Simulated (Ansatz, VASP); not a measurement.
One calculation of Ni, two programs

File INCAR:

```
PREC = Accurate
ENCUT = 520
EDIFF = 1E-6
ISMEAR = -1
SIGMA = 0.05
LREAL = F
LASPH = T
NELM = 150
ALGO = Normal
ISIF = 2
LWAVE = F
LCHARG = F
ISPIN = 2
MAGMOM = 2 -2
LORBIT = 11
LMAXMIX = 4
GGA = PE
NBANDS = 21
```

Contents of KPOINTS:

```
regular mesh
0
Gamma
  6 12 12
```

Contents of POSCAR:

```
Ni
1.0
    0.0000000000      3.5347000000      3.5347000000
    1.7673500000      0.0000000000      1.7673500000
    1.7673500000      1.7673500000      0.0000000000
Ni
2
Direct
    0.0000000000      0.0000000000      0.0000000000
    0.5000000000      0.0000000000      0.0000000000
```

Input for Ansatz:

```yaml
crystal:
  lattice:
    - [0.0, 3.5347, 3.5347]
    - [1.76735, 0.0, 1.76735]
    - [1.76735, 1.76735, 0.0]
  atoms:
    - { symbol: Ni, position: [0.0, 0.0, 0.0], spin: 2.0 }
    - { symbol: Ni, position: [0.5, 0.0, 0.0], spin: -2.0 }
magnetization:
  spin_polarized: true
hamiltonian:
  xc: pbe
  pseudopotentials: { kind: paw }
basis:
  ecutwfc: 420
kpoints:
  mp_grid: { grid: [6, 12, 12] }
scf:
  occupations: { method: fermi_dirac, width: 0.05 }
output:
  forces: true
  stress: true
```

Alike in both runs: task single point; functional PBE; k mesh 6 × 12 × 12; occupations fermi-dirac, width 0.05 eV; collinear spin.

```csv
,VASP,Ansatz
version,VASP 6.6.1,Ansatz 0.2.0
potentials or method,"VASP PAW PBE potentials, release 64 (Ni)","PAW, plane waves, scalar-relativistic"
plane-wave cutoff (eV),520,420
valence electrons in the cell,20,36
```

Ansatz gave:

```
pressure (GPa)                                                : -2.2
largest component of the traceless stress (GPa)               : 0.00
net moment per atom (μB)                                      : 0.69
size of the moment on the site where the two differ most (μB) : 0.73
```

What did VASP give for the same quantities?

Pressure (GPa): -3.6; largest component of the traceless stress (GPa): 0.15; net moment per atom (μB): 0.00; size of the moment on the site where the two differ most (μB): 0.24.

The net moments differ so much that the two runs ended in different magnetic states, which moves the other rows too. Site moments also hang on the region over which each program counts them. The two sets of potentials don't hold the same shells in valence. Ansatz warned: «look_outside_group».
